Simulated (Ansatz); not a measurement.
A run of Ansatz 0.2.0:

File input.yaml:

```yaml
crystal:
  lattice:
    - [-1.6069, 1.6069, 3.91495]
    - [1.6069, -1.6069, 3.91495]
    - [1.6069, 1.6069, -3.91495]
  atoms:
    - { symbol: W, position: [0.0, 0.0, 0.0] }
    - { symbol: Si, position: [0.6653, 0.6653, 0.0] }
    - { symbol: Si, position: [0.3347, 0.3347, 0.0] }
hamiltonian:
  xc: rpbe
  pseudopotentials: { kind: paw }
kpoints:
  mp_grid: { grid: [12, 12, 12] }
scf:
  occupations: { method: fermi_dirac, width: 0.05 }
output:
  forces: true
  stress: true
  eigenvalues: true
relax:
  f_tol: 0.01
  max_steps: 40
  cell: { stress_tol: 0.05 }
```

Potentials or basis: Ansatz PAW.

Run with:

```console
$ ansatz run input.yaml --threads 2 --pin off --max-ram 5632MiB --backend cpu --events-out ev --progress --plain --runs-dir out
```

Hardware: 2 threads of Arm Neoverse V2, with other jobs on the host.

Question: Estimate the wall time of this run.

Answer: It took 14 s on 2 threads of Arm Neoverse V2 (shared host), peak memory 0.41 GiB. Counts: scf iterations 23, plane waves 833, k points 163, bands 15, ion steps 5.
